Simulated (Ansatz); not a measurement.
Crystal: Co.

```xyz
2
Lattice="2.4720 0.0000 0.0000 -1.2360 2.1408 0.0000 0.0000 0.0000 4.0211" Properties=species:S:1:pos:R:3 pbc="T T T"
Co    1.2360    0.7136    3.0159
Co    0.0000    1.4272    1.0053
```

```yaml
Program: Ansatz 0.2.0
Task: relaxation of cell and atoms
Functional: PBEsol
Potentials_or_basis: all-electron LAPW, scalar-relativistic
Basis_error_allowed: 0.001 eV/atom
k_mesh: 12 × 12 × 7
Occupations: fermi-dirac, width 0.05 eV
Spin: collinear spin, ferromagnetic start
Starting_moments: "[2.0, 2.0] μB"
```

At the start: volume 10.64 Å³/atom.

Q: How do energy, volume and symmetry change on relaxing?

A: Over 5 steps the energy falls by 5.7 meV/atom and the volume is 10.36 Å³/atom (-2.6 %); space group P6_3/mmc (No. 194, to 0.05 Å); moment 3.13 μB per cell.

The path:
| step | energy change (eV) | largest force (eV/Å) | volume (Å³) |
| --- | --- | --- | --- |
| 1 | 0.0000 | 0.0000 | 21.28 |
| 2 | -0.0086 | 0.0000 | 21.00 |
| 3 | -0.0114 | 0.0000 | 20.71 |
| 4 | -0.0114 | 0.0000 | 20.73 |
| 5 | -0.0114 | 0.0000 | 20.73 |

Final structure:
```xyz
2
Lattice="2.4571 0.0000 0.0000 -1.2286 2.1279 0.0000 0.0000 0.0000 3.9639" Properties=species:S:1:pos:R:3 pbc="T T T"
Co    1.2286    0.7093    2.9729
Co    0.0000    1.4186    0.9910
```
